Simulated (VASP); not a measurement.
TaC:

```
Ta C
1.0
     0.00000    2.22300    2.22300
     2.22300    0.00000    2.22300
     2.22300    2.22300    0.00000
Ta C
1 1
Direct
  0.00000 0.00000 0.00000
  0.50000 0.50000 0.50000
```

* Program: VASP 6.6.1
* Task: relaxation of cell and atoms
* Functional: PBE
* Potentials or basis: VASP PAW PBE potentials, release 64 (Ta, C)
* Cutoff: 520 eV
* k mesh: 16 × 16 × 16
* Occupations: gaussian, width 0.1 eV
* Spin: no spin polarisation

At the start: pressure 6.8 GPa; volume 10.99 Å³/atom.

Problem. Where does the relaxation end?

Solution. Over 15 steps the energy falls by 4.4 meV/atom and the volume is 11.20 Å³/atom (+1.9 %); space group Fm-3m (No. 225, to 0.05 Å).

Step by step:
| step | energy change (eV) | largest force (eV/Å) | pressure (GPa) | volume (Å³) |
| --- | --- | --- | --- | --- |
| 1 | 0.0000 | 0.0000 | 6.78 | 21.97 |
| 2 | 0.0422 | 0.0000 | -14.42 | 23.48 |
| 3 | -0.0088 | 0.0000 | -0.09 | 22.40 |
| 4 | -0.0088 | 0.0000 | 0.04 | 22.40 |
| 5 | -0.0088 | 0.0000 | 0.04 | 22.40 |
| 6 | -0.0088 | 0.0000 | 0.04 | 22.40 |
| 7 | -0.0088 | 0.0000 | 0.04 | 22.40 |
| 8 | -0.0088 | 0.0000 | 0.04 | 22.40 |
| 9 | -0.0088 | 0.0000 | 0.04 | 22.40 |
| 10 | -0.0088 | 0.0000 | 0.04 | 22.40 |
| 11 | -0.0088 | 0.0000 | 0.03 | 22.40 |
| 12 | -0.0088 | 0.0000 | 0.03 | 22.40 |
| 13 | -0.0088 | 0.0000 | 0.03 | 22.40 |
| 14 | -0.0088 | 0.0000 | 0.03 | 22.40 |
| 15 | -0.0088 | 0.0000 | 0.02 | 22.40 |

Final structure:
```
CELL_PARAMETERS angstrom
0.00000 2.23725 2.23725
2.23725 0.00000 2.23725
2.23725 2.23725 0.00000
ATOMIC_POSITIONS crystal
Ta 0.00000 0.00000 0.00000
C 0.50000 0.50000 0.50000
```
